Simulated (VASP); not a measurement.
Given:

```
CELL_PARAMETERS angstrom
      0.00000     2.49457     2.49457
      2.49457     0.00000     2.49457
      2.49457     2.49457     0.00000
ATOMIC_POSITIONS crystal
  In 0.00000 0.00000 0.00000
  N  0.25000 0.25000 0.25000
```

These are PBEsol GGA, VASP's PBE PAW potentials (set 64) (plane waves; VASP) values and carry that method's errors. Numerical set-up: 600 eV cut-off, 12×12×12 Γ-centred mesh, first-order Methfessel-Paxton smearing of 0.10 eV, potentials In_d N.

Q: The ions, cell shape and volume at an external pressure of 2.0 GPa are relaxed. Predict the relaxed structure.

A: 
```
CELL_PARAMETERS angstrom
      0.00000     2.48226     2.48226
      2.48226     0.00000     2.48226
      2.48226     2.48226     0.00000
ATOMIC_POSITIONS crystal
  In 0.00000 0.00000 0.00000
  N  0.25000 0.25000 0.25000
```
Space group F-43m (216), at a tolerance of 0.03 Å.

Q: How do energy and volume change from the first to the last step?

A: The energy (σ→0) changes by +1.4 meV/atom and the volume by -1.5 %, in 3 ionic steps.

The compound is InN in the zinc blende structure, a metastable form; wurtzite is the usual one. This run relaxes it under an external pressure of 2 GPa. Symmetry was kept, so distortions that lower it aren't found.
